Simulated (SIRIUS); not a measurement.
Crystal: KF (Carobbiite).

```
K F
1.0
     0.00000    2.67185    2.67185
     2.67185    0.00000    2.67185
     2.67185    2.67185    0.00000
K F
1 1
Direct
  0.00000 0.00000 0.00000
  0.50000 0.50000 0.50000
```

Base run:

```yaml
Program: SIRIUS 7.12.0
Functional: PBEsol
Potentials_or_basis: all-electron FP-LAPW
Cutoff: 273 eV
Basis: apw+lo standard
k_mesh: 9 × 9 × 9
Occupations: fermi-dirac, width 0.05 eV
Spin: no spin polarisation
```

Its results: band gap on the k mesh 6.05 eV, direct.

Question: The run is repeated on the same cell with these changes: functional from PBEsol to PBE. What comes out?

Answer: Band gap on the k mesh 6.19 eV, direct.

Caveats: an odd mesh through Γ misses points on the zone boundary, where band edges often lie.
